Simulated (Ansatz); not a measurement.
# Te2Pt: a line through an energy map

How does the energy of Te₂Pt (P-3m1, No. 164; 3 atoms in the cell) vary with volume per atom at fixed shape, at shift of Te1 along [0 0 1] = 0.215 Å?

The COD entry's cell or inner coordinates are ideal or old and differ from later refinements, so a difference from it is no clean test against experiment.

Program: Ansatz 0.2.0. Level of theory: DFT PBEsol, scalar-relativistic, plane waves, PAW. These are calculated values, not measurements.

16 further runs of the same task are left out: 16 set aside as unsound or not needed.

### 1 The structure to begin with

The structure is trigonal, space group P-3m1 (No. 164). The conventional cell has a = 4.045 Å, b = 4.045 Å, c = 5.137 Å, α = 90.00°, β = 90.00°, γ = 120.00°. Around Te (site symmetry 3m) lie 3 Pt at 2.70 Å. Around Pt (site symmetry -3m) lie 6 Te at 2.70 Å.

Coordinates:

```
Te Pt
1.0
     4.04457    0.00000    0.00000
    -2.02228    3.50270    0.00000
     0.00000    0.00000    5.13743
Te Pt
2 1
Cartesian
  0.0000 2.3351 1.3461
  2.0223 1.1676 3.7913
  0.0000 0.0000 0.0000
```

This cell was relaxed beforehand with the same method: volume 24.26 Å³/atom, gap on the mesh none (metal).

### 2 Plan of the line

Atoms count from 1 in the order of the input.

The energy is mapped over a free internal coordinate and the cell.

First coordinate, shift of Te1 along [0 0 1], its symmetry partners moved as symmetry demands (measured in the relaxed cell): 7 values from −0.323 Å. Second coordinate, volume per atom at fixed shape: 7 values from 22.32 to 26.20 Å³.

Nothing else is relaxed (all other coordinates fixed). Energies count from the relaxed crystal. Points are written as (first, second).

### 3 Grid point (0.215 Å, 22.32 Å³)

Contents of input.yaml:

```yaml
crystal:
  lattice:
    - [3.9337230641, 0.0, 0.0]
    - [-1.966861532, 3.406704105, 0.0]
    - [0.0, 0.0, 4.9966306657]
  atoms:
    - { symbol: Te, position: [0.3333333333, 0.6666666667, 0.3039352831] }
    - { symbol: Te, position: [0.6666666667, 0.3333333333, 0.6960647169] }
    - { symbol: Pt, position: [0.0, 0.0, 0.0] }
basis:
  ecutwfc: 420
kpoints:
  mp_grid: { grid: [12, 12, 8] }
hamiltonian:
  xc: pbesol
scf:
  occupations: { method: gaussian, width: 0.15 }
output:
  forces: true
  stress: true
  eigenvalues: true
```

Launch:

```bash
> ansatz run input.yaml --threads 1 --pin off --max-ram 2048MiB --backend cpu --events-out ev --progress --plain --runs-dir out
```

The session goes on with these runs: the other points of the line.

**Question.** What will these runs give? Wanted: for each run, volume per atom at fixed shape; energy; slope; pressure; largest force on an atom.

As calculated:

| volume per atom at fixed shape (Å³) | step | energy (meV/atom) | slope (meV/atom per Å³) | pressure (GPa) | largest force on an atom (eV/Å) |
| --- | --- | --- | --- | --- | --- |
| 22.32 | 3 | 138 | −24 | 3.8 | 1.991 |
| 22.97 | 4 | 130 | −2 | 0.4 | 2.022 |
| 23.61 | 5 | 135 | 16 | −2.6 | 2.042 |
| 24.26 | 6 | 150 | 31 | −5.0 | 2.051 |
| 24.91 | 7 | 175 | 44 | −7.1 | 2.052 |
| 25.55 | – | 207 | 55 | −8.9 | 2.046 |
| 26.20 | 8 | 246 | 64 | −10.3 | 2.034 |

Energies count from the relaxed crystal. Rows without a step come from runs not printed here or follow by symmetry. Slopes come from the forces (and the stress, where the cell changes), not from differences of energies.

In words: The lowest point of the line is at 22.97 Å³, 130 meV/atom from the zero. Energies and slopes round the minimum, fitted together, put the minimum at 23.041 Å³, with a curvature of about 30 meV/atom per (Å³)². V·d²E/dV² there is about 110 GPa, a bulk modulus under this line's constraint. The highest point computed, at 26.20 Å³, lies 116 meV/atom above the lowest. This is one cut through a surface in two coordinates; the map's lowest point lies off it. Spin-orbit coupling is left out for Pt, Te.
